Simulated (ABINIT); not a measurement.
# HfB2 (P6/mmm) in ABINIT: settings compared

The runs below take HfB2 through single point, with LDA, WC, PBE.

Program: ABINIT 10.8.3 (patched build). These are calculated values, not measurements. Logs are shortened: lines on timing, memory, paths and dates and some standing lists are left out, and cuts for length are marked. The log counts tension as positive stress, the text compression.

### Step 1. The crystal as given

It takes space group P6/mmm (No. 191, hexagonal). The conventional cell has a = 3.140 Å, b = 3.140 Å, c = 3.480 Å, α = 90.00°, β = 90.00°, γ = 120.00°. Hf (site symmetry 6/mmm) is surrounded by 12 B at 2.51 Å. Around B (site symmetry -6m2) lie 3 B at 1.81 Å.

### Step 2. Single point, LDA

File run.abi:

```
# Pseudopotentials
pp_dirpath "./"
pseudos "Hf.upf, B.upf"

# Structure
acell 3*1.0 Angstrom
rprim
     3.1400000000     0.0000000000     0.0000000000
    -1.5700000000     2.7193197679     0.0000000000
     0.0000000000     0.0000000000     3.4800000000
ntypat 2
znucl 72 5
natom 3
typat 1 2 2
xred
     0.0000000000     0.0000000000     0.0000000000
     0.6666666667     0.3333333333     0.5000000000
     0.3333333333     0.6666666667     0.5000000000

# Plane-wave basis
ecut 28.0

# k points
kptopt 1
ngkpt 8 8 6
nshiftk 1
shiftk 0.0 0.0 0.0

# Exchange and correlation
ixc 7

# Bands and occupations
nband 13
occopt 3
tsmear 0.05 eV

# SCF cycle
nstep 100
tolvrs 1.0e-10

# Output
iomode 3
prtwf 0
prtden 0
prteig 0
prtebands 0
```

Potentials or basis: PseudoDojo NC SR LDA v0.4.1 standard.

On the command line:

```sh
$ abinit run.abi > log 2>&1
```

run.abo:

```text
.Version 10.8.3 of ABINIT
 Symmetries : space group P6/m m m (#191); Bravais hP (primitive hexag.)
================================================================================
 Values of the parameters that define the memory need of the present run
     intxc =       0    ionmov =       0      iscf =       7    lmnmax =       8
     lnmax =       8     mgfft =      32  mpssoang =       4    mqgrid =    3001
     natom =       3  nloc_mem =       1    nspden =       1   nspinor =       1
    nsppol =       1      nsym =      24    n1xccc =    2501    ntypat =       2
    occopt =       3   xclevel =       1
       mpw =        1436          nfft =       28800          nkpt =          40
================================================================================
================================================================================

--------------------------------------------------------------------------------
------------- Echo of variables that govern the present computation ------------
--------------------------------------------------------------------------------
 -outvars: echo values of preprocessed input variables --------
            acell      1.8897261259E+00  1.8897261259E+00  1.8897261259E+00 Bohr
              amu      1.78490000E+02  1.08110000E+01
             ecut      2.80000000E+01 Hartree
              ixc           7
         kptrlatt        8    0    0      0    8    0      0    0    6
          kptrlen      3.94574815E+01
            natom           3
            nband          13
            ngfft          30      30      32
             nkpt          40
            nstep         100
             nsym          24
           ntypat           2
           occopt           3
           prtden           0
        prtebands           0
           prteig           0
            prtwf           0
            rprim      3.1400000000E+00  0.0000000000E+00  0.0000000000E+00
                      -1.5700000000E+00  2.7193197679E+00  0.0000000000E+00
                       0.0000000000E+00  0.0000000000E+00  3.4800000000E+00
          spgroup         191
           tolvrs      1.00000000E-10
           tsmear      1.83746611E-03 Hartree
            typat      1  2  2
           xangst      0.0000000000E+00  0.0000000000E+00  0.0000000000E+00
                       1.5700000000E+00  9.0643992263E-01  1.7400000000E+00
                       2.4125095698E-17  1.8128798453E+00  1.7400000000E+00
            xcart      0.0000000000E+00  0.0000000000E+00  0.0000000000E+00
                       2.9668700177E+00  1.7129232034E+00  3.2881234591E+00
                       4.5589823630E-17  3.4258464067E+00  3.2881234591E+00
             xred      0.0000000000E+00  0.0000000000E+00  0.0000000000E+00
                       6.6666666667E-01  3.3333333333E-01  5.0000000000E-01
                       3.3333333333E-01  6.6666666667E-01  5.0000000000E-01
            znucl       72.00000    5.00000

================================================================================

 chkinp: Checking input parameters for consistency.

================================================================================
== DATASET  1 ==================================================================

--- !DatasetInfo
iteration_state: {dtset: 1, }
dimensions: {natom: 3, nkpt: 40, mband: 13, nsppol: 1, nspinor: 1, nspden: 1, mpw: 1436, }
cutoff_energies: {ecut:  28.0, pawecutdg:  -1.0, }
electrons: {nelect:   1.80000000E+01, charge:   0.00000000E+00, occopt:   3.00000000E+00, tsmear:   1.83746611E-03, }
meta: {optdriver: 0, ionmov: 0, optcell: 0, iscf: 7, paral_kgb: 0, }
...

 Exchange-correlation functional for the present dataset will be:
  LDA: Perdew-Wang 92 LSD fit to Ceperley-Alder data - ixc=7
  J.P.Perdew and Y.Wang, PRB 45, 13244 (1992)

 Real(R)+Recip(G) space primitive vectors, cartesian coordinates (Bohr,Bohr^-1):
 R(1)=  5.9337400  0.0000000  0.0000000  G(1)=  0.1685278  0.0972996  0.0000000
 R(2)= -2.9668700  5.1387696  0.0000000  G(2)=  0.0000000  0.1945991  0.0000000
 R(3)=  0.0000000  0.0000000  6.5762469  G(3)=  0.0000000  0.0000000  0.1520624
 Unit cell volume ucvol=  2.0052373E+02 bohr^3
 Angles (23,13,12)=  9.00000000E+01  9.00000000E+01  1.20000000E+02 degrees

 getcut: wavevector=  0.0000  0.0000  0.0000  ngfft=  30  30  32
         ecut(hartree)=     28.000   => boxcut(ratio)=   2.04281

--- Pseudopotential description ------------------------------------------------
- pspini: atom type   1  psp file is ./Hf.upf
12 -1012 3 -1 1618                            pspcod,pspxc,lmax,lloc,mmax
     nproj     2     2     2     2

- pspini: atom type   2  psp file is ./B.upf
12 -1012 1 -1 1498                            pspcod,pspxc,lmax,lloc,mmax
     nproj     2     2     0     0

   5.09864080E+02                                ecore*ucvol(ha*bohr**3)
--------------------------------------------------------------------------------

================================================================================

--- !BeginCycle
iteration_state: {dtset: 1, }
solver: {iscf: 7, nstep: 100, nline: 4, wfoptalg: 0, }
tolerances: {tolvrs: 1.00E-10, }
...

     iter   Etot(hartree)      deltaE(h)  residm     vres2
 ETOT  1  -62.392177996680    -6.239E+01 6.916E-02 3.652E+02
 ETOT  2  -62.462166494313    -6.999E-02 4.970E-02 9.757E+01
 ETOT  3  -62.483234821442    -2.107E-02 1.230E-02 8.953E-02
 ETOT  4  -62.483266857576    -3.204E-05 1.022E-02 4.045E-03
 ETOT  5  -62.483267700000    -8.424E-07 1.356E-03 1.436E-05
 ETOT  6  -62.483267703495    -3.495E-09 8.496E-04 2.182E-08
 ETOT  7  -62.483267703506    -1.054E-11 9.099E-04 1.084E-09
 ETOT  8  -62.483267703506     1.279E-13 9.692E-04 1.578E-11

 At SCF step    8       vres2   =  1.58E-11 < tolvrs=  1.00E-10 =>converged.

 Cartesian components of stress tensor (hartree/bohr^3)
  sigma(1 1)=  4.14234666E-04  sigma(3 2)=  0.00000000E+00
  sigma(2 2)=  4.14234666E-04  sigma(3 1)=  0.00000000E+00
  sigma(3 3)=  4.38167753E-04  sigma(2 1)=  0.00000000E+00

--- !ResultsGS
iteration_state: {dtset: 1, }
comment   : Summary of ground state results
lattice_vectors:
- [  5.9337400,   0.0000000,   0.0000000, ]
- [ -2.9668700,   5.1387696,   0.0000000, ]
- [  0.0000000,   0.0000000,   6.5762469, ]
lattice_lengths: [   5.93374,    5.93374,    6.57625, ]
lattice_angles: [ 90.000,  90.000, 120.000, ] # degrees, (23, 13, 12)
lattice_volume:   2.0052373E+02
convergence: {deltae:  1.279E-13, res2:  1.578E-11, residm:  9.692E-04, diffor: null, }
etotal    :  -6.24832677E+01
entropy   :   0.00000000E+00
fermie    :   4.59499733E-01
cartesian_stress_tensor: # hartree/bohr^3
- [  4.14234666E-04,   0.00000000E+00,   0.00000000E+00, ]
- [  0.00000000E+00,   4.14234666E-04,   0.00000000E+00, ]
- [  0.00000000E+00,   0.00000000E+00,   4.38167753E-04, ]
pressure_GPa:  -1.2422E+01
xred      :
- [  0.0000E+00,   0.0000E+00,   0.0000E+00, Hf]
- [  6.6667E-01,   3.3333E-01,   5.0000E-01,  B]
- [  3.3333E-01,   6.6667E-01,   5.0000E-01,  B]
cartesian_forces: # hartree/bohr
- [ -0.00000000E+00,  -0.00000000E+00,  -0.00000000E+00, ]
- [  5.67231882E-30,  -3.27491480E-30,  -0.00000000E+00, ]
- [ -5.67231882E-30,   3.27491480E-30,  -0.00000000E+00, ]
force_length_stats: {min:   0.00000000E+00, max:   6.54982960E-30, mean:   4.36655307E-30, }
...

 Integrated electronic density in atomic spheres:
 ------------------------------------------------
 Atom  Sphere_radius  Integrated_density
    1        2.00000          8.53096658
    2        2.00000          2.72186577
    3        2.00000          2.72186577
================================================================================

 ----iterations are completed or convergence reached----

 Mean square residual over all n,k,spin=   83.844E-07; max=  96.920E-05
 reduced coordinates (array xred) for    3 atoms
       0.000000000000      0.000000000000      0.000000000000
       0.666666666667      0.333333333333      0.500000000000
       0.333333333333      0.666666666667      0.500000000000
 rms dE/dt=  2.2439E-29; max dE/dt=  3.3658E-29; dE/dt below (all hartree)
    1       0.000000000000      0.000000000000      0.000000000000
    2      -0.000000000000      0.000000000000      0.000000000000
    3       0.000000000000     -0.000000000000      0.000000000000

 cartesian coordinates (angstrom) at end:
    1      0.00000000000000     0.00000000000000     0.00000000000000
    2      1.57000000000000     0.90643992263333     1.74000000000000
    3      0.00000000000000     1.81287984526667     1.74000000000000

 cartesian forces (hartree/bohr) at end:
    1     -0.00000000000000    -0.00000000000000    -0.00000000000000
    2      0.00000000000000    -0.00000000000000    -0.00000000000000
    3     -0.00000000000000     0.00000000000000    -0.00000000000000
 frms,max,avg= 3.0876193E-30 5.6723188E-30   0.000E+00  0.000E+00  0.000E+00 h/b

 cartesian forces (eV/Angstrom) at end:
    1     -0.00000000000000    -0.00000000000000    -0.00000000000000
    2      0.00000000000000    -0.00000000000000    -0.00000000000000
    3     -0.00000000000000     0.00000000000000    -0.00000000000000
 frms,max,avg= 1.5877177E-28 2.9168236E-28   0.000E+00  0.000E+00  0.000E+00 e/A
 length scales=  1.889726125908  1.889726125908  1.889726125908 bohr
              =  1.000000000000  1.000000000000  1.000000000000 angstroms
 Fermi (or HOMO) energy (hartree) =   0.45950   Average Vxc (hartree)=  -0.48353
 Eigenvalues (hartree) for nkpt=  40  k points:
 kpt#   1, nband= 13, wtk=  0.00260, kpt=  0.0000  0.0000  0.0000 (reduced coord)
  -1.81377   -0.67014   -0.65178   -0.65178   -0.04627    0.34298    0.34715    0.34715
   0.35400    0.59882    0.59897    0.62235    0.63624
      occupation numbers for kpt#   1
   2.00000    2.00000    2.00000    2.00000    2.00000    2.00000    2.00000    2.00000
   2.00000    0.00000    0.00000    0.00000    0.00000
 prteigrs : prtvol=0 or 1, do not print more k-points.

--- !EnergyTerms
iteration_state     : {dtset: 1, }
comment             : Components of total free energy in Hartree
kinetic             :  1.87645386515636E+01
hartree             :  6.51590449737126E+00
xc                  : -1.67155460586521E+01
Ewald energy        : -4.88499196613021E+01
psp_core            :  2.54266206096069E+00
local_psp           : -2.73180128668993E+01
non_local_psp       :  2.57718842374788E+00
internal            : -6.24831849532101E+01
'-kT*entropy'       : -8.27502954890304E-05
total_energy        : -6.24832677035056E+01
total_energy_eV     : -1.70025633139112E+03
band_energy         : -5.15293172270420E+00
...

 Cartesian components of stress tensor (hartree/bohr^3)
  sigma(1 1)=  4.14234666E-04  sigma(3 2)=  0.00000000E+00
  sigma(2 2)=  4.14234666E-04  sigma(3 1)=  0.00000000E+00
  sigma(3 3)=  4.38167753E-04  sigma(2 1)=  0.00000000E+00

-Cartesian components of stress tensor (GPa)         [Pressure= -1.2422E+01 GPa]
- sigma(1 1)=  1.21872046E+01  sigma(3 2)=  0.00000000E+00
- sigma(2 2)=  1.21872046E+01  sigma(3 1)=  0.00000000E+00
- sigma(3 3)=  1.28913404E+01  sigma(2 1)=  0.00000000E+00

== END DATASET(S) ==============================================================
================================================================================

 -outvars: echo values of variables after computation  --------
            acell      1.8897261259E+00  1.8897261259E+00  1.8897261259E+00 Bohr
           etotal     -6.2483267704E+01
            fcart     -0.0000000000E+00 -0.0000000000E+00 -0.0000000000E+00
                       5.6723188223E-30 -3.2749147990E-30 -0.0000000000E+00
                      -5.6723188223E-30  3.2749147990E-30 -0.0000000000E+00
            rprim      3.1400000000E+00  0.0000000000E+00  0.0000000000E+00
                      -1.5700000000E+00  2.7193197679E+00  0.0000000000E+00
                       0.0000000000E+00  0.0000000000E+00  3.4800000000E+00
           strten      4.1423466566E-04  4.1423466550E-04  4.3816775309E-04
                       0.0000000000E+00  0.0000000000E+00  0.0000000000E+00
           xangst      0.0000000000E+00  0.0000000000E+00  0.0000000000E+00
                       1.5700000000E+00  9.0643992263E-01  1.7400000000E+00
                       2.4125095698E-17  1.8128798453E+00  1.7400000000E+00
             xred      0.0000000000E+00  0.0000000000E+00  0.0000000000E+00
                       6.6666666667E-01  3.3333333333E-01  5.0000000000E-01
                       3.3333333333E-01  6.6666666667E-01  5.0000000000E-01
 Calculation completed.
```

It took 17 s on 1 thread of Arm Neoverse V2, shared host; peak memory 0.06 GiB.

Results:

| Property | Result |
| --- | --- |
| Free energy | -1700.2563 eV |
| Band gap on the k mesh | none (metal or under the smearing width) |
| Valence electrons inside the program's atomic spheres | Hf 8.53; B 2.72 |

Levels at points of the mesh, in eV from the Fermi level:
| k point | band 5 | band 6 | band 7 | band 8 | band 9 | band 10 | band 11 | band 12 | band 13 |
| --- | --- | --- | --- | --- | --- | --- | --- | --- | --- |
| (0.00, 0.00, 0.00) | -13.76 | -3.17 | -3.06 | -3.06 | -2.87 | 3.79 | 3.80 | 4.43 | 4.81 |
| (0.50, 0.00, 0.00) | -9.86 | -9.03 | -4.28 | -3.55 | -3.02 | 2.00 | 2.52 | 5.39 | 5.50 |
| (0.00, 0.00, 0.50) | -11.31 | -8.49 | -1.32 | -1.32 | 0.13 | 0.13 | 0.80 | 0.80 | 2.00 |
| (0.50, 0.00, 0.50) | -10.37 | -7.54 | -5.12 | -4.86 | -2.76 | 3.91 | 3.99 | 6.03 | 7.05 |

Caveat: the cutoff is too short for stress, so the log's stress isn't used. The run has no spin-orbit coupling, so splittings on Hf are missing.

### Step 3. Single point, LDA (cell strained at random)

File run.abi:

```
# Pseudopotentials
pp_dirpath "./"
pseudos "Hf.LDA_PW-JTH.xml, B.LDA_PW-JTH.xml"

# Structure
acell 3*1.0
rprim
     5.9755199862    -0.0355211820     0.0758762834
    -3.0185218998     5.1498646273     0.0298387755
     0.0840928125     0.0867365394     6.5412057222
ntypat 2
znucl 72 5
natom 3
typat 1 2 2
xcart
     0.0000000000     0.0000000000     0.0000000000
     1.5978783335     0.9188151666     1.7627598333
     0.0113976665     1.8334778334     1.7546391667 Angstrom
chkprim 0
chksymtnons 0
tolsym 1.0e-6

# Plane-wave basis
ecut 13.0
pawecutdg 26.0

# k points
kptopt 1
ngkpt 8 8 6
nshiftk 1
shiftk 0.0 0.0 0.0

# Exchange and correlation
ixc 7

# Bands and occupations
nband 13
occopt 3
tsmear 0.00183747

# SCF cycle
nstep 100
tolvrs 1.0e-9

# Output
iomode 3
prtwf 0
prtden 0
prteig 0
prtebands 0
enunit 1
```

Potentials or basis: JTH PAW LDA v2.0.

On the command line:

```sh
$ abinit run.abi > log 2>&1
```

It took 26 s on 1 thread of AMD EPYC 7R43 (Zen 3), shared host; peak memory 0.1 GiB.

The run converged. Its results:

| Quantity | Value |
| --- | --- |
| Free energy | -1527.9747 eV |
| Largest force | 0.051 eV/Å |
| Band gap on the k mesh | none (metal or under the smearing width) |
| Valence electrons inside the program's atomic spheres | Hf 9.73; B 1.84 |

Forces in eV/Å, atoms in the order of the input:
```
Hf   0.000  0.000  0.000
B    0.046 -0.021 -0.002
B   -0.046  0.021  0.002
```

Levels at points of the mesh, in eV from the Fermi level:
| k point | band 5 | band 6 | band 7 | band 8 | band 9 | band 10 | band 11 | band 12 | band 13 |
| --- | --- | --- | --- | --- | --- | --- | --- | --- | --- |
| (0.00, 0.00, 0.00) | -13.69 | -3.17 | -3.05 | -2.99 | -2.75 | 3.70 | 3.72 | 4.62 | 4.68 |
| (0.50, 0.00, 0.00) | -9.80 | -8.94 | -4.18 | -3.57 | -3.00 | 2.03 | 2.53 | 5.35 | 5.56 |
| (0.00, 0.50, 0.00) | -9.80 | -8.93 | -4.17 | -3.58 | -3.01 | 2.03 | 2.47 | 5.37 | 5.57 |
| (0.50, 0.50, 0.00) | -9.83 | -9.07 | -4.20 | -3.41 | -2.93 | 2.13 | 2.57 | 5.42 | 5.66 |
| (0.00, 0.00, 0.50) | -11.21 | -8.42 | -1.36 | -1.28 | 0.03 | 0.11 | 0.72 | 0.95 | 2.25 |
| (0.50, 0.00, 0.50) | -10.30 | -7.48 | -5.16 | -4.81 | -2.66 | 3.91 | 4.06 | 6.02 | 7.28 |
| (0.00, 0.50, 0.50) | -10.29 | -7.47 | -5.19 | -4.80 | -2.65 | 3.87 | 4.09 | 6.03 | 7.15 |
| (0.50, 0.50, 0.50) | -10.37 | -7.45 | -5.05 | -4.72 | -2.80 | 4.04 | 4.16 | 5.98 | 7.13 |

Caveat: the cutoff is too short for stress, so the log's stress isn't used. Spin-orbit coupling is left out, which matters for the levels of Hf.

### Step 4. Single point, WC

File run.abi:

```
# Pseudopotentials
pp_dirpath "./"
pseudos "Hf.upf, B.upf"

# Structure
acell 5.9337400313 5.9337400314 6.5762469137
rprim
     1.0000000000     0.0000000000     0.0000000000
    -0.5000000000     0.8660254038     0.0000000000
     0.0000000000     0.0000000000     1.0000000000
ntypat 2
znucl 72 5
natom 3
typat 1 2 2
xred
     0.0000000000     0.0000000000     0.0000000000
     0.6666666667     0.3333333333     0.5000000000
     0.3333333333     0.6666666667     0.5000000000

# Plane-wave basis
ecut 34.0

# k points
kptopt 1
ngkpt 8 8 6
nshiftk 1
shiftk 0.0 0.0 0.0

# Exchange and correlation
ixc 23

# Bands and occupations
nband 13
occopt 3
tsmear 0.00183747

# SCF cycle
nstep 100
tolvrs 1.0e-10

# Output
iomode 3
prtwf 0
prtden 0
prteig 0
prtebands 0
enunit 2
```

Potentials or basis: PseudoDojo NC SR PBEsol v0.4.1 standard.

On the command line:

```sh
$ abinit run.abi > log 2>&1
```

Run time: 16 s. Hardware: 1 thread of Intel Xeon 6975P-C (Granite Rapids), shared host; peak memory 0.07 GiB.

Results (log left out):

* Free energy: -1699.1267 eV
* Pressure: -3.1 GPa
* Band gap on the k mesh: none (metal or under the smearing width)
* Valence electrons inside the program's atomic spheres: Hf 8.52; B 2.69

Stress tensor (GPa, compression positive):
```
-2.75  0.00  0.00
 0.00 -2.75  0.00
 0.00  0.00 -3.77
```

Levels at points of the mesh, in eV from the Fermi level:
```
           k point  band 7  band 8  band 9  band 10  band 11  band 12
(0.00, 0.00, 0.00)   -3.06   -3.06   -2.90     3.82     3.83     4.49
(0.50, 0.00, 0.00)   -4.29   -3.57   -3.04     2.00     2.53     5.40
(0.00, 0.00, 0.50)   -1.32   -1.32    0.14     0.14     0.81     0.81
(0.50, 0.00, 0.50)   -5.13   -4.88   -2.80     3.90     3.95     6.07
```

Caveat: the potentials were made for another functional, which shifts forces and pressure. The run has no spin-orbit coupling, so splittings on Hf are missing.

[end of part 1 of 2]
